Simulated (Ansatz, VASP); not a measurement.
## Two plane-wave programs on Sn3Se

```
Sn Se
1.0
     4.83488    0.00000    0.00000
     0.00000    4.83488    0.00000
     0.00000    0.00000    4.83488
Sn Se
3 1
Direct
  0.50000 0.50000 0.00000
  0.50000 0.00000 0.50000
  0.00000 0.50000 0.50000
  0.00000 0.00000 0.00000
```

The cell comes from a database or a generator and needn't be the stable form of this composition.

Alike in both runs: task single point; functional PBEsol; k mesh 6 × 6 × 6; occupations fermi-dirac, width 0.05 eV; no spin polarisation.

|  | VASP | Ansatz |
| --- | --- | --- |
| version | VASP 6.6.1 | Ansatz 0.2.0 |
| potentials or method | VASP PAW PBE potentials, release 64 (Sn_d, Se) | Ansatz PAW |
| plane-wave cutoff (eV) | 520 | 420 |
| valence electrons in the cell | 48 | 58 |

```csv
,VASP,Ansatz,Ansatz less VASP
gap on the k mesh at the Fermi level (eV),none,none,-
pressure (GPa),-4.9,-4.8,+0.03
```

A gap of «none» marks a metal or a gap that the smearing closes. The two sets of potentials don't hold the same shells in valence.

Caveats: the PAW data sets were made with another functional, which shifts forces and pressure a little (VASP); the PAW data sets come from PBE, with cores solved anew for the run's functional, which leaves a small shift of forces and pressure (Ansatz).
